**Q:** InSe is a stack of layers that hold together only weakly. I would have guessed that its levels hardly notice whether an electron wave runs along the stack or not. Is that so?

Levels of InSe (R3m, 4-atom cell, geometry as given) at points of a 6×6×6 k mesh, from GPAW 26.7.0 with PBEsol, PAW data sets and a 450 eV plane-wave cutoff, without spin polarisation or spin-orbit coupling. Fermi-Dirac smearing is 0.05 eV wide. Energies are counted from the valence top on the mesh, and levels are numbered outward from the gap.

```
point a (reciprocal cell vector)  point b (reciprocal cell vector)  point c (reciprocal cell vector)  level point (row)  level under 4 (eV)  level under 3 (eV)  level under 2 (eV)  level under 1 (eV)  level over 1 (eV)  level over 2 (eV)
                          0.0000                            0.0000                            0.0000                  1              -1.310              -1.310              -1.218              -1.218              1.623              1.985
                          0.1667                            0.0000                           -0.1667                  2              -2.395              -2.358              -1.851              -0.984              2.146              2.498
                          0.3333                            0.0000                           -0.3333                  3              -3.743              -2.627              -2.204              -1.719              1.740              2.337
                          0.3333                            0.0000                            0.0000                  4              -2.146              -2.136              -2.024              -1.203              1.460              1.987
                          0.3333                            0.3333                            0.3333                  5              -1.367              -1.156              -1.156              -0.579              0.865              2.045
                          0.5000                            0.0000                            0.0000                  6              -2.404              -2.358              -2.260              -1.687              1.137              1.909
                          0.5000                            0.5000                            0.5000                  7              -1.380              -1.142              -1.142               0.000              0.336              2.047
```

**A:** Look at points 1, 5 and 7, where the three components of the wave vector are equal. They lie on the stacking axis, and the wave changes its phase from one layer to the next by 0, 120 and 180 degrees. "Level over 1" is the lowest empty level, and it falls by about 1.3 eV from point 1 to point 7. "Level under 1" is the highest filled one, and from point 5 to point 7 it climbs by nearly 0.6 eV. The two edges close in on each other, and the gap is smallest at point 7.

**Q:** Why do they move in opposite directions? The layers are the same for both.

**A:** Because the signs on the two faces of a layer agree in one state and differ in the other. Each layer is a sandwich Se–In–In–Se, and its outer Se atoms carry p orbitals that point out of the layer. In the filled state the outward lobes on both faces have the same sign; in the empty state, which also contains In s, they have opposite signs. This assignment is established for InSe and isn't read from the level energies.

Now stack the layers with phase 0, so that each repeats the last. In the filled state, lobes that face each other across the gap between layers have equal signs, bond, and lower the level. In the empty state they have opposite signs and raise it. At 180 degrees every second layer is reversed, so both effects change sign: the filled level goes up and the empty one comes down.

**Q:** Can that be turned into a formula?

**A:** Take one effective outward orbital on each face, with both Se and In parts. Let $v$ couple the two faces of a layer, $w$ couple facing orbitals of neighbouring layers, and $\varphi$ be the phase per layer. An orbital on one face then feels its partner through $v+w\,e^{i\varphi}$, and the two levels are

$$E=E_0\pm h,\qquad h^2=v^2+w^2+2vw\cos\varphi .$$

Here $E_0$ is the midpoint and $h$ half the distance between the levels. With $v$ and $w$ of equal sign, the couplings add at point 1 and work against each other at point 7. Seen through this model, the small computed gap is what remains of two large, largely cancelling couplings. The energies can fix only $v+w$ and $|v-w|$. I take $v$ as the larger, which keeps the state with equal outward lobes filled at every phase; with $w$ larger the two characters would swap at point 7.

**Q:** Does it predict anything?

**A:** Points 5 and 7 fix the constants, and the empty level at point 1 is left as a test. Half the gap is 0.722 eV at point 5 and 0.168 eV at point 7. From point 7 to point 5 the cosine rises by 0.5, and from point 5 to point 1 it rises by three times as much. Hence, in eV²,

$$h^2=0.722^2+3\,(0.722^2-0.168^2)\approx 2.00,$$

which gives $h\approx1.41$ eV. Adding the mean midpoint of about 0.16 eV puts the empty level at 1.57 eV; the calculation has 1.62 eV. The midpoint isn't quite fixed, though: it is 0.168 eV at point 7 and 0.143 eV at point 5. If that drift went on with the cosine, the level would land at 1.48 eV, so the test is good to about a tenth of an eV.

**Q:** Would a plain cosine for each band not do as well?

**A:** Drawn through the same two points, it puts that level about 0.8 eV too high. A plain cosine treats the filled and the empty layer state as strangers. At 0 and 180 degrees they nearly are, but at phases in between they mix and push each other apart. The square root contains this repulsion. The analysis printed below compares both formulas.

**Q:** At point 1 I see two pairs of equal filled levels, but no single level. Where has the one from point 7 gone?

**A:** It has sunk below the pairs, so "level under 1" belongs to a different band there. The direct gap at point 1 is therefore not the distance between the two partners in our formula. The model puts the sunken level at −1.26 eV, yet it must lie at or below −1.31 eV, the lower of the two pairs. So the model leaves this level between the pairs and is off by at least 0.05 eV, perhaps by much more; the half distance at point 1 must be at least 1.47 eV, more than the formula gave.

**Q:** And why do the pairs stay almost where they are?

**A:** They come mainly from Se p orbitals that lie in the plane of the layer. Each outer Se atom has three neighbours across the gap, set off to the side. For in-plane orbitals the head-on and the sideways parts of the overlap with them have opposite signs and are expected to cancel largely, so the coupling is weak. The threefold axis and the mirror planes through it make the two in-plane directions equivalent, hence the equal energies. Spin-orbit coupling, left out here, would split them, by an amount expected to be comparable to the spacing of the two groups, so the pattern that follows belongs to this calculation and not to the real crystal.

The same law can be tried on these levels too, on a smaller scale. The distance between the upper and the lower group is 0.238 eV at point 7 and 0.211 eV at point 5, from which the formula gives 0.090 eV at point 1; the calculation has 0.092 eV. So close a match is partly luck, since rounding of the listed levels alone can shift the formula's result by several times the misfit. I assume here that the lowest level listed at points 5 and 7 continues the lower pair. The distance grows towards point 7, which the formula describes by two couplings of opposite signs.

**Q:** At point 2 the wave has no component along the stack, just as at point 1, yet the highest filled level is higher. Doesn't that spoil the picture?

**A:** It shows where the picture ends. Point 2 lies off the axis, and the wave there runs within the layers, where the bonds are strong. The threefold symmetry is lost, equal levels may separate, and in-plane and outward orbitals may mix. The top two filled levels are indeed 0.87 eV apart there, and the upper one lies 0.23 eV above the upper pair at point 1. The energies alone don't tell whether it is a branch of this pair or the sunken outward state, which can rise again where the lobes across the gap no longer meet in step.

**Q:** Then what about the low empty level at point 6?

**A:** At 1.14 eV it is the lowest empty level among the listed points off the axis, though still 0.8 eV above that at point 7. The highest filled level is low there too, so the direct gap remains wide. Our chain only moves two levels apart or together about a fixed midpoint; bonding within the layer can shift both. From point 1 to point 6 the wave changes along the layers and across them, so the two shares can't be separated here.

**Q:** What should I take from this if I make films of the material?

**A:** In our model the gap at point 7 is $2|v-w|$. The coupling $w$ is large and reaches from layer to layer, so the gap should react strongly to their spacing. That also makes sense of the well-known widening of the gap in very thin InSe: with $v$ the larger coupling, as assumed above, the outer layers lack a neighbour on one side, and in a single layer the coupling $w$ is gone and the gap opens to $2v$. Don't use 0.34 eV as a design value. It holds for a static lattice and is read on a mesh that can miss the true band edges; mesh and cutoff are usual working choices, not converged limits. Above all, semilocal functionals give gaps that are too small, and the measured one is roughly 1.3 eV. In the real crystal the two couplings therefore probably cancel less completely. The geometry wasn't relaxed either: forces of up to 0.31 eV/Å remain on the atoms, and the computed stress shows tension, about 1.8 GPa along the stack and 0.7 GPa within the layers, though part of that may come from the finite basis. Relaxing would change $v$, $w$ and the gap with them. For the layer spacing it should include dispersion forces, which help to hold the stack together and have no correction of their own in this calculation.

Printed output of the fit:

```
Points of the zone:
     row  vertical phase per layer (degrees)  distance from axis (point 3 = 1)  direct gap (eV)  half gap (eV)  midpoint (eV)  top two filled levels apart (eV)
     0.0                                   0                                 0            2.841          1.421         0.2025                                 0
  0.1667                                   0                            0.5001             3.13          1.565          0.581                             0.867
  0.3333                                   0                            0.9999            3.459           1.73         0.0105                             0.485
  0.3333                                  40                            0.5773            2.663          1.332         0.1285                             0.821
  0.3333                                 120                                 0            1.444          0.722          0.143                             0.577
     0.5                                  60                             0.866            2.824          1.412         -0.275                             0.573
     0.5                                 180                                 0            0.336          0.168          0.168                             1.142
Fall of lowest empty level, point 1 to 7 (eV): 1.287
Fall of lowest empty level, point 5 to 7 (eV): 0.529
Rise of highest filled level, point 5 to 7 (eV): 0.579
Spread of second empty level on the axis (eV): 0.062
Chain model, half distance at point 1 (eV): 1.414
Chain model, lowest empty level at point 1 (eV): 1.57
Chain model less computed, lowest empty level at point 1 (eV): -0.05312
Single cosine, lowest empty level at point 1 (eV): 2.452
Single cosine less computed, lowest empty level at point 1 (eV): 0.829
Chain model, hidden single filled level at point 1 (eV): -1.259
Chain model, that level above the lowest printed level at point 1 (eV): 0.05112
Spacing of the flat filled groups at point 1, computed (eV): 0.092
Spacing of the flat filled groups at point 5, computed (eV): 0.211
Spacing of the flat filled groups at point 7, computed (eV): 0.238
Spacing of the flat filled groups at point 1, chain model (eV): 0.09029
Spacing of the flat filled groups at point 1, single cosine (eV): 0.13
Highest filled level at point 2 above that at point 1 (eV): 0.234
Lowest empty level at point 6 above that at point 7 (eV): 0.801
```
